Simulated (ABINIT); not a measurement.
Here is an ABINIT 10.8.3 (patched build) calculation.

run.abi

```
# Datasets: one volume each
ndtset 7
getwfk -1
scalecart1 3*0.9795861087
scalecart2 3*0.9864848297
scalecart3 3*0.9932883884
scalecart4 3*1.0000000000
scalecart5 3*1.0066227096
scalecart6 3*1.0131594038
scalecart7 3*1.0196128224

# Pseudopotentials
pp_dirpath "./"
pseudos "N.GGA_PBE-JTH.xml, B.GGA_PBE-JTH.xml"

# Structure
acell 3*1.0
rprim
     0.0000000000     3.4260753537     3.4260753537
     3.4260753537     0.0000000000     3.4260753537
     3.4260753537     3.4260753537     0.0000000000
ntypat 2
znucl 7 5
natom 2
typat 1 2
xred
     0.2500000000     0.2500000000     0.2500000000
     0.0000000000     0.0000000000     0.0000000000

# Plane-wave basis
ecut 25.0
pawecutdg 47.0

# k points
kptopt 1
ngkpt 13 13 13
nshiftk 1
shiftk 0.0 0.0 0.0

# Exchange and correlation
ixc -106132

# Bands and occupations
nband 8
occopt 3
tsmear 0.05 eV

# SCF cycle
nstep 100
tolvrs 1.0e-9

# Output
iomode 3
prtwf 1
prtden 0
prteig 0
prtebands 0
enunit 2
```

Potentials or basis: JTH PAW PBE v2.0.

Run with:

```sh
$ abinit run.abi > log 2>&1
```

Q: Estimate the equilibrium volume.

A: 5.98 Å³/atom.

Q: What does it give for the pressure derivative of the bulk modulus?

A: 3.9.

Energy against volume, from the lowest point:
```tsv
volume (Å³/atom)	energy (meV/atom)
5.602	31.01
5.721	14.13
5.840	4.02
5.959	0.00
6.078	1.56
6.198	8.13
6.317	19.30
```

Caveat: the cutoff is too short for stress, so the log's stress isn't used; pressures at fixed basis lie under the slope of the energies; the PAW data sets were made with another functional, which shifts forces and pressure a little; the atomic spheres overlap.

**Measured values to compare with.**

From “Effect of nanostructuration on compressibility of cubic BN”, 2012, arxiv:1208.3664, for a bulk crystal of BN at 300 K: bulk modulus 395 ± 2 GPa.

Measured bulk modulus of BN: 395 GPa (300 K; quoted in “Effect of nanostructuration on compressibility of cubic BN”, 2012, arxiv:1208.3664). This calculation gives 367 GPa (-7.1 %). The fit is for a static lattice scaled at fixed shape and fixed fractional positions.
